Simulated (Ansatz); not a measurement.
The system is Cu.

```
Cu
1.0
     2.53410    0.00000    0.00000
    -1.26705    2.19459    0.00000
     0.00000    0.00000    4.11257
Cu
2
Direct
  0.66667 0.33333 0.75000
  0.33333 0.66667 0.25000
```

This isn't the form of Cu at room conditions, which is fcc.

Base run:

- Program: Ansatz 0.2.0
- Functional: LDA
- Potentials or basis: all-electron LAPW, scalar-relativistic
- Cutoff: 304 eV (chosen from the basis error)
- Basis error allowed: 0.001 eV/atom
- k mesh: 12 × 12 × 7
- Occupations: gaussian, width 0.05 eV
- Spin: no spin polarisation

Its results: band gap on the k mesh none (metal or under the smearing width); pressure -7.9 GPa.

Q: The run is repeated on the same cell with these changes: functional from LDA to RPBE; occupations from gaussian, width 0.05 eV to gaussian, width 0.1 eV. What comes out?

A: Band gap on the k mesh none (metal or under the smearing width); pressure 12.5 GPa.
